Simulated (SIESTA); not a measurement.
Te2Pt (Moncheite):

```
Pt Te
1.0
     4.01000    0.00000    0.00000
    -2.00500    3.47276    0.00000
     0.00000    0.00000    5.20100
Pt Te
1 2
Direct
  0.00000 0.00000 0.00000
  0.66667 0.33333 0.75000
  0.33333 0.66667 0.25000
```

* Program: SIESTA 5.4.2
* Task: relaxation of cell and atoms
* Functional: PBE
* Potentials or basis: PseudoDojo 0.4 standard (PBE files)
* Basis: DZP (energy shift 0.003 Ry; two zetas on semicore shells)
* Grid cutoff: 1200 Ry
* Energy shift: 0.003 Ry
* k mesh: 6 × 6 × 4
* Occupations: fermi-dirac, width 0.05 eV
* Spin: no spin polarisation

At the start: pressure 11.8 GPa; volume 24.14 Å³/atom.

Where does the relaxation end?

Over 20 steps the energy falls by 93.2 meV/atom and the volume is 26.47 Å³/atom (+9.6 %); space group P-3m1 (No. 164, to 0.05 Å).

Step by step:
```csv
step,energy change (eV),largest force (eV/Å),pressure (GPa),volume (Å³)
1,0.0000,1.6625,11.79,72.43
2,-0.1464,0.9062,7.80,73.39
3,-0.2422,0.0749,3.40,74.95
4,-0.2517,0.3756,0.24,76.46
5,-0.2538,0.4144,-1.52,78.51
6,-0.2585,0.3267,-1.85,79.23
7,-0.2506,0.3996,-2.22,79.42
8,-0.2737,0.0917,0.22,78.77
9,-0.2769,0.0083,0.05,78.83
10,-0.2792,0.0409,-0.04,79.27
11,-0.2795,0.0090,0.06,79.33
12,-0.2796,0.0105,0.03,79.43
13,-0.2797,0.0011,0.01,79.50
14,-0.2798,0.0067,0.04,79.62
15,-0.2799,0.0066,0.04,79.68
16,-0.2798,0.0076,0.05,79.60
17,-0.2798,0.0121,0.05,79.58
18,-0.2792,0.0262,0.05,79.12
19,-0.2802,0.0104,-0.05,80.03
20,-0.2796,0.0063,0.03,79.40
```

Final structure:
```
Pt Te
1.0
     4.08659   -0.00009   -0.00003
    -2.04337    3.53905    0.00002
    -0.00003    0.00002    5.48991
Pt Te
1 2
Direct
  0.00000 0.00000 0.00000
  0.66667 0.33333 0.74403
  0.33333 0.66667 0.25597
```

Caveat: short orbitals over semicore shells can move pressures by several GPa; the basis of atomic orbitals isn't converged, which shifts pressures, moduli and gaps.
